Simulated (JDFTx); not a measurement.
# Ta (Im-3m) in JDFTx: equation of state

How stiff is Ta in PBEsol, and what volume does it want? The cell is scaled to several volumes.

Everything below comes from runs of JDFTx 1.7.0 (patched build). Logs are shortened: lines on timing, memory, paths and dates and some standing lists are left out, and cuts for length are marked. The log counts tension as positive stress, the text compression.

**Experimental background.**

From “Refinement of the equation of state of tantalum”, 2004, arxiv:cond-mat/0403080, for a bulk crystal of Ta: bulk modulus 194 GPa.

How close the calculation comes is told below.

## 1. The structure

The structure is cubic, space group Im-3m (No. 229). Conventional cell: a = 3.303 Å, b = 3.303 Å, c = 3.303 Å, α = 90.00°, β = 90.00°, γ = 90.00°. Ta (site symmetry m-3m) has 8 Ta at 2.86 Å as nearest neighbours.

## 2. Equation of state, PBEsol, 16.93 Å³/atom (volume scaled by 0.94)

The input, Ta.in:

```
lattice \
   -3.0567660819     3.0567660819     3.0567660819 \
    3.0567660819    -3.0567660819     3.0567660819 \
    3.0567660819     3.0567660819    -3.0567660819
coords-type Lattice
ion Ta     0.0000000000     0.0000000000     0.0000000000 1

ion-species pseudo/Ta.upf
elec-cutoff 29
elec-ex-corr gga-PBEsol
kpoint-folding 11 11 11
elec-smearing Fermi 0.0018374661
elec-n-bands 12
electronic-SCF nIterations 100 energyDiffThreshold 1e-09
electronic-minimize nIterations 30 energyDiffThreshold 1e-7
forces-output-coords Cartesian

dump-name run.$VAR
dump End Ecomponents EigStats BandEigs Kpoints Forces Stress
```

Potentials or basis: PseudoDojo-SR-PBEsol-0.4.1-standard with smoothed tails.

Command:

```console
$ jdftx -c 1 -i Ta.in -o Ta.out
```

Log:

```text
*************** JDFTx 1.7.0 (patched build) ***************

Input parsed successfully to the following command list (including defaults):
[... the input with its defaults ...]

---------- Setting up symmetries ----------

Found 48 point-group symmetries of the bravais lattice
Found 48 space-group symmetries with basis
Applied RMS atom displacement 0 bohrs to make symmetries exact.

---------- Initializing the Grid ----------
R =
[     -3.05677      3.05677      3.05677  ]
[      3.05677     -3.05677      3.05677  ]
[      3.05677      3.05677     -3.05677  ]
unit cell volume = 114.247
G =
[ -6.98619e-18    1.02775    1.02775  ]
[    1.02775 -6.98619e-18    1.02775  ]
[    1.02775    1.02775 -6.98619e-18  ]
Minimum fftbox size, Smin = [  28  28  28  ]
Chosen fftbox size, S = [  28  28  28  ]

---------- Exchange Correlation functional ----------
Initalized PBEsol GGA exchange.
Initalized PBEsol GGA correlation.

---------- Setting up pseudopotentials ----------
Width of ionic core gaussian charges (only for fluid interactions / plotting) set to 0

Reading pseudopotential file 'pseudo/Ta.upf':
  'Ta' pseudopotential, 'PBESOL' functional
  Generated using ONCVPSP code by D. R. Hamann
  13 valence electrons, 4 orbitals, 8 projectors, 1001 radial grid points, with lMax = 3
    5S    l: 0   occupation:  2.0   eigenvalue: -2.683866
    5P    l: 1   occupation:  6.0   eigenvalue: -1.448529
    5D    l: 2   occupation:  3.0   eigenvalue: -0.133056
    6S    l: 0   occupation:  2.0   eigenvalue: -0.201047
  Core radius for overlap checks: 2.22 bohrs.

Initialized 1 species with 1 total atoms.

Folded 1 k-points by 11x11x11 to 1331 k-points.

---------- Setting up k-points, bands, fillings ----------
Reduced to 56 k-points under symmetry.
Computing the number of bands and number of electrons
Calculating initial fillings.
nElectrons:  13.000000   nBands: 12   nStates: 56

----- Setting up reduced wavefunction bases (one per k-point) -----
average nbasis = 852.319 , ideal nbasis = 852.192

---------- Setting up ewald sum ----------
Optimum gaussian width for ewald sums = 1.908579 bohr.
Real space sum over 2197 unit cells with max indices [  6  6  6  ]
Reciprocal space sum over 2197 terms with max indices [  6  6  6  ]

---------- Allocating electronic variables ----------
Initializing wave functions:  linear combination of atomic orbitals
Note: number of bands (12) exceeds available atomic orbitals (10)
Ta pseudo-atom occupations:   s ( 2 2 )  p ( 6 )  d ( 3 )
	FillingsUpdate:  mu: +0.731231263  nElectrons: 13.000000
LCAOMinimize: Iter:   0  F: -59.1057246433910493  |grad|_K:  2.597e-04  alpha:  1.000e+00
	FillingsUpdate:  mu: +0.732582633  nElectrons: 13.000000
LCAOMinimize: Iter:   1  F: -59.1059431010143541  |grad|_K:  3.014e-06  alpha:  7.994e-01  linmin:  3.012e-02  cgtest: -3.182e-01
	FillingsUpdate:  mu: +0.732579999  nElectrons: 13.000000
LCAOMinimize: Iter:   2  F: -59.1059431326420324  |grad|_K:  9.465e-07  alpha:  9.832e-01  linmin: -1.160e-03  cgtest:  3.389e-01
LCAOMinimize: Encountered beta<0, resetting CG.
	FillingsUpdate:  mu: +0.732575103  nElectrons: 13.000000
LCAOMinimize: Iter:   3  F: -59.1059431355102447  |grad|_K:  1.771e-08  alpha:  7.946e-01  linmin: -1.066e-03  cgtest:  1.348e-02
LCAOMinimize: Converged (|Delta F|<1.000000e-06 for 2 iters).

-------- Electronic minimization -----------
Will mix electronic density at each iteration.
	FillingsUpdate:  mu: +0.732575103  nElectrons: 13.000000
	FillingsUpdate:  mu: +0.725049977  nElectrons: 13.000000
SCF: Cycle:  0   F: -59.124935041119016   dF: -1.899e-02   |Residual|: 2.901e-02   |deigs|: 8.002e-02
	FillingsUpdate:  mu: +0.722361431  nElectrons: 13.000000
SCF: Cycle:  1   F: -59.125498087254826   dF: -5.630e-04   |Residual|: 1.286e-02   |deigs|: 6.499e-03
	FillingsUpdate:  mu: +0.720481949  nElectrons: 13.000000
SCF: Cycle:  2   F: -59.125600707510202   dF: -1.026e-04   |Residual|: 2.519e-03   |deigs|: 4.210e-03
	FillingsUpdate:  mu: +0.720622756  nElectrons: 13.000000
SCF: Cycle:  3   F: -59.125601128235637   dF: -4.207e-07   |Residual|: 5.570e-04   |deigs|: 4.942e-04
	FillingsUpdate:  mu: +0.720549826  nElectrons: 13.000000
SCF: Cycle:  4   F: -59.125601401741108   dF: -2.735e-07   |Residual|: 1.169e-04   |deigs|: 1.880e-04
	FillingsUpdate:  mu: +0.720534010  nElectrons: 13.000000
SCF: Cycle:  5   F: -59.125601412809921   dF: -1.107e-08   |Residual|: 8.156e-05   |deigs|: 6.663e-05
	FillingsUpdate:  mu: +0.720541509  nElectrons: 13.000000
SCF: Cycle:  6   F: -59.125601417036549   dF: -4.227e-09   |Residual|: 5.745e-06   |deigs|: 5.279e-05
	FillingsUpdate:  mu: +0.720541696  nElectrons: 13.000000
SCF: Cycle:  7   F: -59.125601417237490   dF: -2.009e-10   |Residual|: 6.687e-06   |deigs|: 4.810e-05
	FillingsUpdate:  mu: +0.720541290  nElectrons: 13.000000
SCF: Cycle:  8   F: -59.125601417290461   dF: -5.297e-11   |Residual|: 3.963e-06   |deigs|: 4.224e-05
SCF: Converged (|Delta E|<1.000000e-09 for 2 iters).

Setting wave functions to eigenvectors of Hamiltonian

# Stress tensor in Cartesian coordinates [Eh/a0^3]:
[ -0.000322727            0            0  ]
[            0 -0.000322727            0  ]
[            0            0 -0.000322727  ]

# Ionic positions in lattice coordinates:
ion Ta   0.000000000000000   0.000000000000000   0.000000000000000 1

# Forces in Cartesian coordinates:
force Ta  -0.000000000000000  -0.000000000000000   0.000000000000000 1

# Energy components:
   Eewald =      -50.3007456645711031
       EH =        6.9637914836069479
     Eloc =      -28.8159805500119823
      Enl =        4.5521487847522133
      Exc =      -14.7439778030275477
 Exc_core =        5.9556247698056763
       KE =       17.2637651584728395
-------------------------------------
     Etot =      -59.1253738209729534
       TS =        0.0002275963175054
-------------------------------------
        F =      -59.1256014172904614

IonicMinimize: Iter:   0  F: -59.125601417290461  |grad|_K:  0.000e+00
IonicMinimize: Converged (|grad|_K<1.000000e-04).

#--- Lowdin population analysis ---
# oxidation-state Ta +0.065

Dumping 'run.eigStats' ...
	eMin: -1.739941 at state 0 ( [ +0.000000 +0.000000 +0.000000 ] spin 0 )
	HOMO: +0.718391 at state 33 ( [ +0.090909 -0.454545 -0.454545 ] spin 0 )
	mu  : +0.720541
	LUMO: +0.723296 at state 27 ( [ +0.090909 +0.272727 -0.181818 ] spin 0 )
	eMax: +1.442239 at state 40 ( [ +0.181818 +0.272727 -0.272727 ] spin 0 )
	HOMO-LUMO gap: +0.004905
	Optical gap  : +0.013923 at state 2 ( [ +0.000000 +0.000000 +0.181818 ] spin 0 )
Done!
[note: the HOMO, LUMO and gaps printed at the end count levels as full or empty at half filling, so they show a gap where a level is partly filled]
```

Wall time 14 s (1 thread of Intel Xeon Platinum 8488C (Sapphire Rapids), shared host); peak memory 0.07 GiB.

Results:

* Free energy: -1608.8896 eV
* Pressure: 9.5 GPa
* Band gap on the k mesh: none (metal or under the smearing width)

## 3. Equation of state, PBEsol, 17.29 Å³/atom (volume scaled by 0.96)

Edit Ta.in of step 2 so:

```diff
@@ -1,5 +1,5 @@
 lattice \
-   -3.0567660819     3.0567660819     3.0567660819 \
-    3.0567660819    -3.0567660819     3.0567660819 \
-    3.0567660819     3.0567660819    -3.0567660819
+   -3.0782933128     3.0782933128     3.0782933128 \
+    3.0782933128    -3.0782933128     3.0782933128 \
+    3.0782933128     3.0782933128    -3.0782933128
 coords-type Lattice
```

Potentials or basis: PseudoDojo-SR-PBEsol-0.4.1-standard with smoothed tails.

Command:

```console
$ jdftx -c 1 -i Ta.in -o Ta.out
```

Run time: 16 s. Hardware: 1 thread of Intel Xeon Platinum 8488C (Sapphire Rapids), shared host; peak memory 0.07 GiB.

Results (log left out):

| Property | Result |
| --- | --- |
| Free energy | -1608.9051 eV |
| Pressure | 4.4 GPa |
| Band gap on the k mesh | none (metal or under the smearing width) |

## 4. Equation of state, PBEsol, 17.65 Å³/atom (volume scaled by 0.98)

Edit Ta.in of step 3 so:

```diff
@@ -1,5 +1,5 @@
 lattice \
-   -3.0782933128     3.0782933128     3.0782933128 \
-    3.0782933128    -3.0782933128     3.0782933128 \
-    3.0782933128     3.0782933128    -3.0782933128
+   -3.0995235929     3.0995235929     3.0995235929 \
+    3.0995235929    -3.0995235929     3.0995235929 \
+    3.0995235929     3.0995235929    -3.0995235929
 coords-type Lattice
```

Command:

```console
$ jdftx -c 1 -i Ta.in -o Ta.out
```

It took 15 s on 1 thread of Intel Xeon Platinum 8488C (Sapphire Rapids), shared host; peak memory 0.07 GiB.

Results (log left out):

- Free energy: -1608.9098 eV
- Pressure: -0.2 GPa
- Band gap on the k mesh: none (metal or under the smearing width)

## 5. Equation of state, PBEsol, 18.01 Å³/atom

Edit Ta.in of step 4 so:

```diff
@@ -1,5 +1,5 @@
 lattice \
-   -3.0995235929     3.0995235929     3.0995235929 \
-    3.0995235929    -3.0995235929     3.0995235929 \
-    3.0995235929     3.0995235929    -3.0995235929
+   -3.1204669551     3.1204669551     3.1204669551 \
+    3.1204669551    -3.1204669551     3.1204669551 \
+    3.1204669551     3.1204669551    -3.1204669551
 coords-type Lattice
```

Command:

```console
$ jdftx -c 1 -i Ta.in -o Ta.out
```

Wall time 15 s (1 thread of Intel Xeon Platinum 8488C (Sapphire Rapids), shared host); peak memory 0.07 GiB.

Results (log left out):

```yaml
Free_energy: -1608.9048 eV
Pressure: -4.2 GPa
Band_gap_on_the_k_mesh: none (metal or under the smearing width)
```

## 6. Equation of state, PBEsol, 18.37 Å³/atom (volume scaled by 1.02)

Edit Ta.in of step 5 so:

```diff
@@ -1,5 +1,5 @@
 lattice \
-   -3.1204669551     3.1204669551     3.1204669551 \
-    3.1204669551    -3.1204669551     3.1204669551 \
-    3.1204669551     3.1204669551    -3.1204669551
+   -3.1411329013     3.1411329013     3.1411329013 \
+    3.1411329013    -3.1411329013     3.1411329013 \
+    3.1411329013     3.1411329013    -3.1411329013
 coords-type Lattice
```

Potentials or basis: PseudoDojo-SR-PBEsol-0.4.1-standard with smoothed tails.

Command:

```console
$ jdftx -c 1 -i Ta.in -o Ta.out
```

Log:

```text
*************** JDFTx 1.7.0 (patched build) ***************

Input parsed successfully to the following command list (including defaults):
[... the input with its defaults ...]

---------- Setting up symmetries ----------

Found 48 point-group symmetries of the bravais lattice
Found 48 space-group symmetries with basis
Applied RMS atom displacement 0 bohrs to make symmetries exact.

---------- Initializing the Grid ----------
R =
[     -3.14113      3.14113      3.14113  ]
[      3.14113     -3.14113      3.14113  ]
[      3.14113      3.14113     -3.14113  ]
unit cell volume = 123.971
G =
[ 2.38205e-17    1.00015    1.00015  ]
[    1.00015 2.38205e-17    1.00015  ]
[    1.00015    1.00015 2.38205e-17  ]
Minimum fftbox size, Smin = [  28  28  28  ]
Chosen fftbox size, S = [  28  28  28  ]

---------- Exchange Correlation functional ----------
Initalized PBEsol GGA exchange.
Initalized PBEsol GGA correlation.

---------- Setting up pseudopotentials ----------
[... 64 lines left out ...]
SCF: Cycle:  7   F: -59.125661246731838   dF: -2.581e-10   |Residual|: 1.496e-05   |deigs|: 2.891e-05
	FillingsUpdate:  mu: +0.656530823  nElectrons: 13.000000
SCF: Cycle:  8   F: -59.125661246885130   dF: -1.533e-10   |Residual|: 2.371e-06   |deigs|: 2.929e-05
SCF: Converged (|Delta E|<1.000000e-09 for 2 iters).

Setting wave functions to eigenvectors of Hamiltonian

# Stress tensor in Cartesian coordinates [Eh/a0^3]:
[  0.000267582            0            0  ]
[            0  0.000267582            0  ]
[            0            0  0.000267582  ]

# Ionic positions in lattice coordinates:
ion Ta   0.000000000000000   0.000000000000000   0.000000000000000 1

# Forces in Cartesian coordinates:
force Ta   0.000000000000000  -0.000000000000000   0.000000000000000 1

# Energy components:
   Eewald =      -48.9497318556964913
       EH =        7.4409357246404682
     Eloc =      -30.5419676732278162
      Enl =        4.5436219730386860
      Exc =      -14.6899752531200392
 Exc_core =        5.9556238856100805
       KE =       17.1161674944314015
-------------------------------------
     Etot =      -59.1253257043237070
       TS =        0.0003355425614247
-------------------------------------
        F =      -59.1256612468851301

IonicMinimize: Iter:   0  F: -59.125661246885130  |grad|_K:  0.000e+00
IonicMinimize: Converged (|grad|_K<1.000000e-04).

#--- Lowdin population analysis ---
# oxidation-state Ta +0.080

Dumping 'run.eigStats' ...
	eMin: -1.811203 at state 0 ( [ +0.000000 +0.000000 +0.000000 ] spin 0 )
	HOMO: +0.654862 at state 2 ( [ +0.000000 +0.000000 +0.181818 ] spin 0 )
	mu  : +0.656531
	LUMO: +0.656943 at state 23 ( [ +0.090909 +0.181818 +0.363636 ] spin 0 )
	eMax: +1.332269 at state 40 ( [ +0.181818 +0.272727 -0.272727 ] spin 0 )
	HOMO-LUMO gap: +0.002081
	Optical gap  : +0.012173 at state 2 ( [ +0.000000 +0.000000 +0.181818 ] spin 0 )
Done!
```

Run time: 15 s. Hardware: 1 thread of Intel Xeon Platinum 8488C (Sapphire Rapids), shared host; peak memory 0.07 GiB.

Results:

```
Free energy            : -1608.8912 eV
Pressure               : -7.9 GPa
Band gap on the k mesh : none (metal or under the smearing width)
```

## 7. Equation of state, PBEsol, 18.73 Å³/atom (volume scaled by 1.04)

Edit Ta.in of step 6 so:

```diff
@@ -1,5 +1,5 @@
 lattice \
-   -3.1411329013     3.1411329013     3.1411329013 \
-    3.1411329013    -3.1411329013     3.1411329013 \
-    3.1411329013     3.1411329013    -3.1411329013
+   -3.1615304398     3.1615304398     3.1615304398 \
+    3.1615304398    -3.1615304398     3.1615304398 \
+    3.1615304398     3.1615304398    -3.1615304398
 coords-type Lattice
```

Command:

```console
$ jdftx -c 1 -i Ta.in -o Ta.out
```

It took 16 s on 1 thread of Intel Xeon Platinum 8488C (Sapphire Rapids), shared host; peak memory 0.07 GiB.

It converged, with:

```yaml
Free_energy: -1608.8698 eV
Pressure: -11.1 GPa
Band_gap_on_the_k_mesh: none (metal or under the smearing width)
```

## 8. Equation of state, PBEsol, 19.09 Å³/atom (volume scaled by 1.06)

Edit Ta.in of step 7 so:

```diff
@@ -1,5 +1,5 @@
 lattice \
-   -3.1615304398     3.1615304398     3.1615304398 \
-    3.1615304398    -3.1615304398     3.1615304398 \
-    3.1615304398     3.1615304398    -3.1615304398
+   -3.1816681193     3.1816681193     3.1816681193 \
+    3.1816681193    -3.1816681193     3.1816681193 \
+    3.1816681193     3.1816681193    -3.1816681193
 coords-type Lattice
```

Command:

```console
$ jdftx -c 1 -i Ta.in -o Ta.out
```

Wall time 15 s (1 thread of Intel Xeon Platinum 8488C (Sapphire Rapids), shared host); peak memory 0.07 GiB.

It converged, with:

```yaml
Free_energy: -1608.8414 eV
Pressure: -14.1 GPa
Band_gap_on_the_k_mesh: none (metal or under the smearing width)
```

## 9. Equation of state, PBEsol

Potentials or basis: PseudoDojo-SR-PBEsol-0.4.1-standard with smoothed tails.

No new run: the results of the series are fitted here.

What came out:

| Property | Result |
| --- | --- |
| Equilibrium volume | 17.64 Å³/atom |
| Bulk modulus | 212 GPa |
| Pressure derivative of the bulk modulus | 4.4 |

Energy against volume, from the lowest point:
| volume (Å³/atom) | energy (meV/atom) |
| --- | --- |
| 16.930 | 20.26 |
| 17.290 | 4.70 |
| 17.650 | 0.00 |
| 18.010 | 4.99 |
| 18.371 | 18.63 |
| 18.731 | 40.05 |
| 19.091 | 68.48 |

## 10. Comparison with measurements

Step 9. A measured bulk modulus of Ta is 194 GPa (quoted in “Refinement of the equation of state of tantalum”, 2004, arxiv:cond-mat/0403080); the calculated 212 GPa misses it by +9.1 %. The fit is for a static lattice scaled at fixed shape and fixed fractional positions.
